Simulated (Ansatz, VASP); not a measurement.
# V: VASP beside Ansatz

```xyz
4
Lattice="4.2243 0.0000 0.0000 -2.1122 3.6584 0.0000 0.0000 0.0000 4.1056" Properties=species:S:1:pos:R:3 pbc="T T T"
V     0.0000    0.0000    1.0264
V     0.0000    0.0000    3.0792
V     0.0000    2.4389    3.0792
V     2.1122    1.2195    1.0264
```

Alike in both runs: functional PBE; k mesh 6 × 6 × 4; occupations gaussian, width 0.1 eV; no spin polarisation.

Ansatz relaxed the structure, and its values are those at the end. VASP's run is a single point on that final structure, the one shown.

```csv
,VASP,Ansatz
version,VASP 6.6.1,Ansatz 0.2.0
potentials or method,"VASP PAW PBE potentials, release 64 (V_sv)","scalar-relativistic, plane waves, PAW"
plane-wave cutoff (eV),520,420
valence electrons in the cell,52,52
```

|  | VASP | Ansatz | Ansatz less VASP |
| --- | --- | --- | --- |
| gap on the k mesh at the Fermi level (eV) | none | none | - |
| pressure (GPa) | 0.7 | -0.1 | -0.85 |

A gap of «none» marks a metal or a gap that the smearing closes. The functional is the same, so the differences come from potentials, cutoffs and numerics.

Caveats: the k mesh is coarse (spacing up to 0.38 Å⁻¹), so the values aren't converged.
